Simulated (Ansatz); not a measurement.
BN: an elastic run with k mesh 2×2×2

Theory: DFT PBEsol, scalar-relativistic, plane waves, PAW in Ansatz 0.2.0.

Launched with:
```bash
ansatz run input.yaml --threads 1 --pin off --max-ram 3072MiB --backend cpu --events-out ev --progress --plain --runs-dir out
```

Input (bare energies are in eV):
```yaml
crystal:
  lattice:
    - [0.0, 3.5696232217, 2.1677973122]
    - [1.2524391564, 0.0, 2.1677973122]
    - [1.2524391564, 3.5696232217, 0.0]
  atoms:
    - { symbol: B, position: [6.55587e-05, 6.55587e-05, 0.9999344413] }
    - { symbol: "N", position: [0.6666344313, 0.6666344313, 0.3333655687] }
basis:
  ecutwfc: 420
kpoints:
  mp_grid: { grid: [2, 2, 2] }
hamiltonian:
  xc: pbesol
scf:
  occupations: { method: fixed }
output:
  forces: true
  stress: true
  eigenvalues: true
elastic:
  mode: relaxed_ion
  stencil: two_point
```

From the output:
```
--- Elastic constants: 6 strain directions × 2 members + reference (group order 4) ---
  dense FFT box of the reference and of every strained cell: 30×18×27
  strains applied: 11, 22, 33, 23, 13, 12; error gains: componentwise 1.00 (the most a stress slope's error grows in a printed constant), spectral 1.00 (1 for all six strains in a standard setting)
  reference relaxed by the batch: 3 steps; max|allowed force component| 2.61e-3 eV/Å at the deck's positions, 1.44e-7 at the last accepted step, 2.10e-8 by the solve of record
  largest displacement 2.8e-5 Å; the constants are those of the deck's cell at these positions:
  atoms:
    - { symbol: B, position: [7.19024398020113e-5, 7.190243980212232e-5, 0.999928097560198] }
    - { symbol: N, position: [0.666628087560198, 0.666628087560198, 0.333371912439802] }
  C = ∂σ_k/∂η_j (tension-positive GPa; Voigt order 11 22 33 23 13 12):
       885.110      9.307    187.287     -0.000      0.000     -0.000
         0.237     27.366     -5.155     -0.000      0.000      0.000
       188.414      7.616    890.663     -0.000      0.000     -0.000
         0.000      0.000      0.000     -9.899     -0.000      0.000
         0.000     -0.000      0.000      0.000    354.038     -0.000
         0.000     -0.000      0.000     -0.000      0.000      1.474
  reference stress σ⁰ (GPa):    -12.813     -2.251    -12.701      0.000      0.000      0.000
  C* (energy form; C + prestress term) asymmetry max|C*_kj − C*_jk| = 2.321e0 GPa — a small one proves nothing (zero by symmetry where the batch's group is 432, −43m or m−3m); a large one is finite-difference/SCF noise where every solve ...
  moduli (Voigt/Reuss/Hill, GPa): K = 243.43/26.30/134.86   G = 176.41/7.90/92.16   E = 225.18   ν = 0.222
  mechanically stable: NO (min eigenvalue of sym C = -9.90 GPa)
  the cell is mechanically unstable, and its weakest contacts join parallel layers: if it is meant as a slab among its images, read the layer's verdict in place of the crystal's
  the layer in its plane, per area (N/m: the tensor there times 3.5696 Å, the cell's volume per area; the error gains are the tensor's), 1 along (-0.500, 0.000, 0.866), 2 along (0.866, 0.000, 0.500):
    C11 = 318.51   C22 = 317.52   C12 = 65.98   C66 = 125.30   C16 = -0.19   C26 = 1.05
  moduli of the layer (Voigt/Reuss/Hill, N/m): K = 192.00/192.00/192.00   G = 125.66/125.66/125.66   E = 303.80   ν = 0.209
  mechanically stable in its plane: yes (min eigenvalue of those constants = 125.29 N/m; a buckling out of the plane is not judged)
  the stresses are not corrected for the forces that the relaxations left standing (`elastic.f_tol`)
  strain η (Voigt 11):  stress-route row diagonal C_11 = 885.11 GPa, energy-path curvature d²(F+E_count+ΔE)/dδ²/Ω₀ = 902.64 GPa
         δ    σ_11 (GPa) F (eV) n_scf n_hpsi n_pw
    -2.000e-3     -14.5883        -532.1785684       4     560    396   relax 3 steps, max|allowed force component| 2.89e-7 eV/Å
     2.000e-3     -11.0479        -532.1850637       4     581    396   relax 3 steps, max|allowed force component| 1.68e-7 eV/Å
  strain η (Voigt 22):  stress-route row diagonal C_22 = 27.37 GPa, energy-path curvature d²(F+E_count+ΔE)/dδ²/Ω₀ = 24.15 GPa
         δ    σ_22 (GPa) F (eV) n_scf n_hpsi n_pw
    -2.000e-3      -2.3085        -532.1816193       4     562    396   relax 2 steps, max|allowed force component| 3.15e-7 eV/Å
     2.000e-3      -2.1990        -532.1826701       4     558    396   relax 3 steps, max|allowed force component| 4.62e-9 eV/Å
  strain η (Voigt 33):  stress-route row diagonal C_33 = 890.66 GPa, energy-path curvature d²(F+E_count+ΔE)/dδ²/Ω₀ = 900.55 GPa
         δ    σ_33 (GPa) F (eV) n_scf n_hpsi n_pw
    -2.000e-3     -14.4871        -532.1785445       4     555    396   relax 3 steps, max|allowed force component| 1.02e-5 eV/Å
     2.000e-3     -10.9245        -532.1850293       4     553    396   relax 3 steps, max|allowed force component| 1.13e-5 eV/Å
  strain η (Voigt 23):  stress-route row diagonal C_44 = -9.90 GPa, energy-path curvature d²(F+E_count+ΔE)/dδ²/Ω₀ = -7.32 GPa
         δ    σ_23 (GPa) F (eV) n_scf n_hpsi n_pw
    -2.000e-3       0.0198        -532.1821536       4     666    396   relax 1 steps, max|allowed force component| 3.59e-5 eV/Å
     2.000e-3      -0.0198        -532.1821536       4     669    396   relax 1 steps, max|allowed force component| 3.59e-5 eV/Å
  strain η (Voigt 13):  stress-route row diagonal C_55 = 354.04 GPa, energy-path curvature d²(F+E_count+ΔE)/dδ²/Ω₀ = 360.15 GPa
         δ    σ_13 (GPa) F (eV) n_scf n_hpsi n_pw
    -2.000e-3      -0.7081        -532.1819368       4     672    396   relax 3 steps, max|allowed force component| 1.15e-5 eV/Å
     2.000e-3       0.7081        -532.1819368       4     668    396   relax 3 steps, max|allowed force component| 1.15e-5 eV/Å
  strain η (Voigt 12):  stress-route row diagonal C_66 = 1.47 GPa, energy-path curvature d²(F+E_count+ΔE)/dδ²/Ω₀ = 4.53 GPa
         δ    σ_12 (GPa) F (eV) n_scf n_hpsi n_pw
    -2.000e-3      -0.0029        -532.1821526       4     708    396   relax 2 steps, max|allowed force component| 2.90e-5 eV/Å
     2.000e-3       0.0029        -532.1821526       4     672    396   relax 2 steps, max|allowed force component| 2.86e-5 eV/Å
```

The run took 42 s on 1 thread of Intel(R) Xeon(R) Processor @ 2.50GHz (Skylake/Cascade Lake) (shared host), peak memory 0.29 GiB.

Beside the reference run (Plane waves to 420 eV; Γ-centred k mesh 12×12×12; fixed occupations. No spin polarisation.), the elastic coefficients (GPa; two-point stencil, strain 0.002 and ions relaxed unless stated):
```csv
setting,C11,C12,C44,C33,C13,C66
reference run,817.0,2.7,-1.6,819.7,191.5,4.8
k mesh 2×2×2,885.1,9.3,-9.9,890.7,187.3,1.5
```

The crystal is built of layers and no dispersion correction was added, so the binding between them is poorly described, and with it their spacing and whatever depends on it.

This form isn't the usual stable structure of the compound.